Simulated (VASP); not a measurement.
Input of a VASP 6.6.1 run:

INCAR

```
SYSTEM = Se
PREC = Accurate ; ENCUT = 520
EDIFF = 1E-7 ; ISMEAR = 0
SIGMA = 0.1 ; LREAL = .FALSE.
LASPH = .TRUE. ; NELM = 60
ALGO = Normal ; ISIF = 3
LWAVE = .FALSE. ; LCHARG = .FALSE.
GGA = PS ; IVDW = 12
IBRION = 2 ; NSW = 80
EDIFFG = -0.002 ; PSTRESS = 750.0
```

Contents of KPOINTS:

```
regular mesh
0
G
  21 21 21
  0 0 0
```

POSCAR

```
Se                                      
1.0
    2.0929909433      1.2083904460      0.8546758949
   -2.0929909433      1.2083904460      0.8546758949
    0.0000000000     -2.4167808924      0.8546758952
  Se            
     1
Direct
     0.0000000000000000    0.0000000000000000    0.0000000000000000
```

Potentials or basis: VASP PAW PBE potentials, release 64 (Se).

The run is started by

```bash
$ cat potpaw_PBE.64/Se/POTCAR > POTCAR
$ mpirun -np 1 vasp_std > vasp.out
```

Problem. What does it give for the dispersion energy per atom?

Solution. -0.589 eV.

Problem. What does it give for the band gap on the k mesh?

Solution. None (metal or under the smearing width).

Final structure:
```yaml
crystal:
  lattice:
    - [2.09299, 1.20839, 0.85468]
    - [-2.09299, 1.20839, 0.85468]
    - [0.00000, -2.41678, 0.85468]
  atoms:
    - { symbol: Se, position: [0.00000, 0.00000, 0.00000] }
```

Caveat: the relaxation stopped at its first step, so nothing moved; the cell is relaxed towards a set pressure, so the enthalpy falls and the energy may rise.
